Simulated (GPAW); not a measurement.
Crystal: BaS.

```xyz
2
Lattice="0.0000 3.1938 3.1938 3.1938 0.0000 3.1938 3.1938 3.1938 0.0000" Properties=species:S:1:pos:R:3 pbc="T T T"
Ba    0.0000    0.0000    0.0000
S     3.1938    3.1938    3.1938
```

```yaml
Program: GPAW 26.7.0
Task: relaxation of cell and atoms
Functional: LDA
Potentials_or_basis: the program's PAW data sets (release 1.2.1) made for this functional
Cutoff: 600 eV
Basis: pw
k_mesh: 7 × 7 × 7
Occupations: fermi-dirac, width 0.05 eV
Spin: no spin polarisation
```

At the start: pressure -2.1 GPa; volume 32.58 Å³/atom.

**Question.** How do energy, volume and symmetry change on relaxing?

**Answer.** Over 4 steps the energy falls by 9.5 meV/atom and the volume is 31.13 Å³/atom (-4.4 %); space group Fm-3m (No. 225, to 0.05 Å).

Step by step:
```
step  energy change (eV)  largest force (eV/Å)  pressure (GPa)  volume (Å³)
   1              0.0000                0.0000           -2.07        65.15
   2             -0.0068                0.0000           -1.69        64.57
   3             -0.0188                0.0000            0.11        62.12
   4             -0.0189                0.0000           -0.01        62.26
```

Final structure:
```
Ba S
1.0
     0.00000    3.14582    3.14582
     3.14582    0.00000    3.14582
     3.14582    3.14582    0.00000
Ba S
1 1
Direct
  0.00000 0.00000 0.00000
  0.50000 0.50000 0.50000
```

Caveat: later steps reuse the first step's grids.
